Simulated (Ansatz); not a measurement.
# Ba under changes of volume

One of the cells (62.989 Å³/atom); the others are scaled copies at fixed shape and fractional positions:

```
Ba
1.0
    -2.50650    2.50650    2.50650
     2.50650   -2.50650    2.50650
     2.50650    2.50650   -2.50650
Ba
1
Direct
  0.00000 0.00000 0.00000
```

```yaml
Program: Ansatz 0.2.0
Functional: PBE
Potentials_or_basis: PseudoDojo stringent (PBE files)
Cutoff: 770 eV
Density_cutoff: 3080 eV
k_mesh: 8 × 8 × 8
Occupations: fermi-dirac, width 0.05 eV
Spin: no spin polarisation
```

```csv
volume (Å³/atom),energy over the lowest point (meV/atom),pressure (GPa)
59.209,6.20,0.6
60.469,2.49,0.4
61.729,0.46,0.2
62.989,0.00,0.0
64.249,?,?
65.508,3.27,-0.3
66.768,6.77,-0.5
```

Task: What does the run at 64.249 Å³/atom give?

Result: Energy over the lowest point 0.97 meV/atom; pressure -0.2 GPa.

Worked out: A Birch-Murnaghan fit of order 3 (a polynomial in V^(-2/3)) to the other rows has its minimum at 62.75 Å³/atom with B0 = V·E''(V) = 9.2 GPa and B' = 3.2. It gives 0.98 meV/atom at 64.249 Å³/atom, against the run's 0.97, and -dE/dV = -0.2 GPa, against -0.2.

Energies are extrapolated to zero smearing.
